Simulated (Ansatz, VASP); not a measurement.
This is a calculation of TiSi2 for VASP 6.6.1. The cell is a database's computed one, not the measured one.

The input INCAR:

```
SYSTEM = TiSi2
PREC = Accurate ; ENCUT = 600
EDIFF = 1E-7 ; ISMEAR = -1
SIGMA = 0.05 ; LREAL = .FALSE.
LASPH = .TRUE. ; NELM = 80
ALGO = Normal ; ISIF = 3
LWAVE = .FALSE. ; LCHARG = .FALSE.
GGA = PS ; IBRION = 2
NSW = 60 ; EDIFFG = -0.01
```

File KPOINTS:

```
regular mesh
0
G
  5 5 5
  0 0 0
```

The input POSCAR:

```
TiSi2
1.0
    0.0000000000      4.1175163063      4.2628978354
    2.3895119538      0.0000000000      4.2628978354
    2.3895119538      4.1175163063      0.0000000000
Ti Si
2 4
Direct
    0.7500000000      0.7500000000      0.7500000000
    0.5000000000      0.5000000000      0.5000000000
    0.4125656100      0.0874343900      0.4125656100
    0.0874343900      0.4125656100      0.0874343900
    0.1625656100      0.8374343900      0.1625656100
    0.8374343900      0.1625656100      0.8374343900
```

Potentials or basis: VASP PAW PBE potentials, release 64 (Ti_sv, Si).

Launch:

```bash
$ cat potpaw_PBE.64/Ti_sv/POTCAR potpaw_PBE.64/Si/POTCAR > POTCAR
$ mpirun -np 1 vasp_std > vasp.out
```

Task: Set up the same calculation for Ansatz 0.2.0. Potentials or basis there: Ansatz PAW, cutoff 420 eV.

Result: As run (cutoffs and basis follow the program's own potentials, and thresholds, step limits or extra output files can differ):

input.yaml

```yaml
crystal:
  lattice:
    - [0.0, 4.1175163063, 4.2628978354]
    - [2.3895119538, 0.0, 4.2628978354]
    - [2.3895119538, 4.1175163063, 0.0]
  atoms:
    - { symbol: Ti, position: [0.75, 0.75, 0.75] }
    - { symbol: Ti, position: [0.5, 0.5, 0.5] }
    - { symbol: Si, position: [0.41256561, 0.08743439, 0.41256561] }
    - { symbol: Si, position: [0.08743439, 0.41256561, 0.08743439] }
    - { symbol: Si, position: [0.16256561, 0.83743439, 0.16256561] }
    - { symbol: Si, position: [0.83743439, 0.16256561, 0.83743439] }
hamiltonian:
  xc: pbesol
  pseudopotentials: { kind: paw }
kpoints:
  mp_grid: { grid: [5, 5, 5] }
scf:
  occupations: { method: fermi_dirac, width: 0.05 }
output:
  forces: true
  stress: true
  eigenvalues: true
  write_density: true
  write_potential: true
  elf: true
  volumetric_format: npy
relax:
  f_tol: 0.01
  max_steps: 40
  cell: { stress_tol: 0.05 }
```

Potentials or basis: Ansatz PAW.

Run with:

```sh
$ ansatz run input.yaml --threads 2 --pin off --max-ram 5632MiB --backend cpu --events-out ev --progress --plain --runs-dir out
```

Both were run:

|  | VASP | Ansatz |
| --- | --- | --- |
| Relaxed volume | 13.79 Å³/atom | 13.78 Å³/atom |
| Relaxed cell | a = 5.906 Å, b = 4.885 Å, c = 4.722 Å, α = 75.86°, β = 53.32°, γ = 50.82° | a = 5.905 Å, b = 4.883 Å, c = 4.721 Å, α = 75.86°, β = 53.31°, γ = 50.83° |
| Space group after relaxing | Fddd (No. 70) | Fddd (No. 70) |
| Pressure after relaxing | 0.0 GPa | 0.0 GPa |

Ansatz's pressure holds a Pulay term of +0.03 GPa for its cutoff of 420 eV, which the other run lacks.

VASP's potentials were made for PBE. Ansatz's potentials were made for PBE.

Where Ansatz's input types no cutoff or centring, it takes its own default and a Γ-centred mesh.

Pressure is positive in compression.
